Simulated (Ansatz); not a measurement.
# ZrO2: band gap under strain

How does strain move the band edges of ZrO2 built on the database structure prototype, and do the functionals agree on it? States: -2.0 % equal strain in all directions; -1.0 % equal strain in all directions; +1.0 % equal strain in all directions.

Program: Ansatz 0.2.0. PAW datasets, plane waves. The values are computed, spin-unpolarised, and not measurements.

## (1) Starting point

The unstrained cell was relaxed with r2SCAN; in each strained cell the atoms were relaxed again with r2SCAN. Names of k-points are those of the unstrained zone, where strain can split equivalent points. First state: -2.0 % equal strain in all directions.

It is tetragonal, P4_2/nmc (No. 137); conventional cell a = 3.529 Å, c = 5.123 Å, 10.63 Å³ an atom. Around Zr lie 8 O at 2.06–2.31 Å; around O lie 4 Zr at 2.06–2.31 Å.

As a file:

```
Zr O
1.0
     3.52901    0.00000    0.00000
     0.00000    3.52901    0.00000
     0.00000    0.00000    5.12262
Zr O
2 4
Direct
  0.00000 0.00000 0.00000
  0.50000 0.50000 0.50000
  0.00000 0.50000 0.29106
  0.00000 0.50000 0.79106
  0.50000 0.00000 0.70894
  0.50000 0.00000 0.20894
```

From earlier runs on the unstrained cell: PBE 4.06 eV, r2SCAN 4.62 eV, HSE06 5.71 eV, r2SCAN+SOC 4.60 eV; a = 3.601 Å, c = 5.227 Å.

## (2) -2.0 % equal strain in all directions: PBE

input.yaml

```yaml
crystal:
  lattice:
    - [3.5290079683, 0.0, 0.0]
    - [0.0, 3.5290079683, 0.0]
    - [0.0, 0.0, 5.1226166181]
  atoms:
    - { symbol: Zr, position: [0.0, 0.0, 0.0] }
    - { symbol: Zr, position: [0.5, 0.5, 0.5] }
    - { symbol: O, position: [0.0, 0.5, 0.2910584848] }
    - { symbol: O, position: [0.0, 0.5, 0.7910584848] }
    - { symbol: O, position: [0.5, 0.0, 0.7089415152] }
    - { symbol: O, position: [0.5, 0.0, 0.2089415152] }
kpoints:
  mp_grid: { grid: [8, 8, 6] }
  band_path:
    path:
      - [0.0, 0.0, 0.0]
      - [0.0, 0.5, 0.0]
      - [0.5, 0.5, 0.0]
      - [0.0, 0.0, 0.5]
      - [0.0, 0.5, 0.5]
      - [0.5, 0.5, 0.5]
    npoints: 1
hamiltonian:
  xc: pbe
scf:
  occupations: { method: fermi_dirac, width: 0.02 }
  n_extra_bands: 5
output:
  forces: true
  stress: true
  eigenvalues: true
  write_density: true
  write_potential: true
  elf: true
  volumetric_format: npy
```

Run with:

```console
ansatz run input.yaml --threads 2 --pin off --max-ram 18432MiB --backend cpu --events-out ev --progress --plain --runs-dir out
```

Further steps of the session: -2.0 % equal strain in all directions: r2SCAN; -2.0 % equal strain in all directions: HSE06; -2.0 % equal strain in all directions: r2SCAN+SOC; -2.0 % equal strain in all directions: r2SCAN; -1.0 % equal strain in all directions: PBE; -1.0 % equal strain in all directions: r2SCAN; -1.0 % equal strain in all directions: HSE06; -1.0 % equal strain in all directions: r2SCAN+SOC; -1.0 % equal strain in all directions: r2SCAN; +1.0 % equal strain in all directions: PBE; +1.0 % equal strain in all directions: r2SCAN; +1.0 % equal strain in all directions: HSE06; +1.0 % equal strain in all directions: r2SCAN+SOC; +1.0 % equal strain in all directions: r2SCAN.

Before running it: what results should come out?

**Answer**, as computed:

Least gap in eV (negative: overlap), with the change from the unstrained cell in brackets:

| state | volume change (%) | PBE | r2SCAN | HSE06 |
| --- | --- | --- | --- | --- |
| -2.0 % equal strain in all directions | -5.9 | 4.10 (+0.04) | 4.66 (+0.04) | 5.76 (+0.05) |
| -1.0 % equal strain in all directions | -3.0 | 4.12 (+0.06) | 4.67 (+0.05) | 5.77 (+0.06) |
| +1.0 % equal strain in all directions | +3.0 | 3.96 (-0.10) | 4.51 (-0.11) | 5.59 (-0.12) |

The largest move of the HSE06 gap in the table is -0.114 eV, under +1.0 % equal strain in all directions. PBE and HSE06 differ by 1.65 eV on the unstrained gap, and by at most 0.01 eV on its change: PBE follows the response to strain far better than the gap itself.
